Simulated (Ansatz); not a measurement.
## EuO in the rocksalt structure

Level of theory: DFT, PBE with spin–orbit coupling, two-component spinors; plane waves to 420 eV with PAW datasets (Ansatz 0.2.0), Γ-centred 12×12×12 mesh, 0.05 eV Gaussian smearing. The datasets are Ansatz's generated set soft_2.

```xyz
2
Lattice="0.0000 2.5300 2.5300 2.5300 0.0000 2.5300 2.5300 2.5300 0.0000" Properties=species:S:1:pos:R:3 pbc="T T T"
Eu    2.5300    2.5300    2.5300
O     0.0000    0.0000    0.0000
```

The start was a prototype's sites filled with these elements; the Crystallography Open Database holds the compound in this structure.

Starting moments: Eu 7.0 μB on each such atom, all parallel. Spin axis [100] (Cartesian).

The run ends ferromagnetic, with site spin moments Eu 6.34; O 0.06 μB.

The pressure at this geometry is -0.3 GPa.

Which orbitals carry the states at the Fermi level, and how many states are there?

Within 0.1 eV of it: Eu 4f 86 %, Eu 5d 9 % (shares among the projected shells). The Fermi level sits on a steep edge: the density of states is 3.2, 1.0 and 0.6 states/eV per cell at −0.1, 0 and +0.1 eV.

Density of states (tetrahedra, averaged over 0.4 eV; states/eV per cell of 2 atoms; energy in eV from the Fermi level; projections on Löwdin-orthogonalised atomic orbitals, summed over sites):

```csv
E,total,O 2p,Eu 4f j=7/2,Eu 4f j=5/2,Eu 5d,Eu 6s
-6.45,0.0,0.0,0.0,0.0,0.0,0.0
-6.05,0.3,0.2,0.0,0.0,0.1,0.0
-5.65,1.4,1.0,0.0,0.0,0.3,0.1
-5.25,2.2,1.6,0.0,0.0,0.4,0.1
-4.85,3.9,3.1,0.0,0.0,0.7,0.0
-4.45,4.2,3.4,0.1,0.1,0.5,0.0
-4.05,2.8,2.4,0.0,0.1,0.2,0.0
-3.65,0.0,0.0,0.0,0.0,0.0,0.0
-3.25,0.0,0.0,0.0,0.0,0.0,0.0
-2.85,0.0,0.0,0.0,0.0,0.0,0.0
-2.45,0.0,0.0,0.0,0.0,0.0,0.0
-2.05,0.0,0.0,0.0,0.0,0.0,0.0
-1.65,0.0,0.0,0.0,0.0,0.0,0.0
-1.25,0.2,0.0,0.0,0.0,0.1,0.0
-0.85,4.5,0.0,1.0,3.2,0.3,0.0
-0.45,9.1,0.1,4.9,4.0,0.2,0.0
-0.05,3.9,0.1,2.9,0.7,0.2,0.0
0.35,0.5,0.0,0.1,0.1,0.3,0.0
0.75,0.6,0.1,0.1,0.0,0.4,0.0
1.15,0.8,0.1,0.1,0.0,0.5,0.0
1.55,1.1,0.1,0.1,0.0,0.8,0.1
1.95,1.4,0.2,0.1,0.1,0.9,0.1
2.35,1.0,0.1,0.1,0.0,0.6,0.1
```

Formal charges Eu²⁺, O²⁻ leave Eu²⁺ with an open 4f⁷ shell. Exchange should fill one spin channel of a half-filled shell and leave an insulator, so a metal points to the functional or the structure. The run still finds no gap: within 0.1 eV of the Fermi level the projected states are 86 % Eu 4f.

Of the 6.78 f electrons on Eu, 3.25 have j = 5/2 and 3.54 have j = 7/2, a share of 48 % in j = 5/2. Without spin–orbit coupling the share would be 6/14 = 43 %, in the jj limit 88 %, so the shell stands 11 % of the way to jj coupling; exchange, which aligns spins across both levels, holds it back.

Hund's first rule gives Eu²⁺ with 7 f electrons 7 unpaired spins, a spin moment of 7 μB; the run has 6.34 μB on Eu (Gaussian weights of 0.5 Å) and 6.78 f electrons on orthogonalised orbitals. The moment is close to the ion's, so in this run the shell is localised and nearly fully polarised.

Without a U the 4f levels of Eu lie too near the Fermi level, so their share of the states there, and what hangs on it, is overstated. Site moments are of spin, integrated over Gaussian weights of 0.5 Å, which gives about a tenth less on f atoms than spheres do.

On the Eu 4f shell the spin moment is 6.64 μB and the orbital moment 0.29 μB, opposed to it, 6.35 μB net (projected on atomic orbitals, along the moments' axis).
